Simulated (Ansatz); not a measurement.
# Ga2O3 (C2/m) under several functionals

Plane-wave DFT in Ansatz with scalar-relativistic PAW potentials. The same structure was relaxed (cell and atoms, symmetry kept) in separate runs at each level. No spin polarisation.

Problem. How do the levels LDA, PBE, PBEsol, r2SCAN compare?

Solution.
| level | cutoff (eV) | k mesh | V (Å³/atom) | a (Å) | b (Å) | c (Å) | β (°) | gap (eV) |
| --- | --- | --- | --- | --- | --- | --- | --- | --- |
| LDA | 420 | 10×10×6 | 10.222 | 12.135 | 3.016 | 5.751 | 103.743 | 2.50 |
| r2SCAN | 500 | 8×8×4 | 10.503 | 12.254 | 3.039 | 5.809 | 103.804 | 3.03 |
| PBEsol | 420 | 10×10×6 | 10.560 | 12.277 | 3.047 | 5.811 | 103.710 | 2.22 |
| PBE | 420 | 10×10×6 | 10.964 | 12.454 | 3.083 | 5.878 | 103.702 | 2.01 |

The usual order of volumes, LDA < PBEsol < PBE, holds here (10.222, 10.560, 10.964 Å³/atom). As a rule LDA overbinds; PBEsol, built on the gradient expansion of slowly varying densities, lies between LDA and PBE; PBE's stronger gradient term for exchange weakens bonds. r2SCAN lies 4.2 % under PBE in volume. Each gap belongs to its own cell, so it mixes the functional's effect with that of the volume; gaps are the least found on the k mesh or on a band path.

Cost: 4 runs of about 49 core-minutes in all, on AMD EPYC (Zen 3), Intel Xeon Processor @ 2.50GHz (Skylake/Cascade Lake) (shared hosts).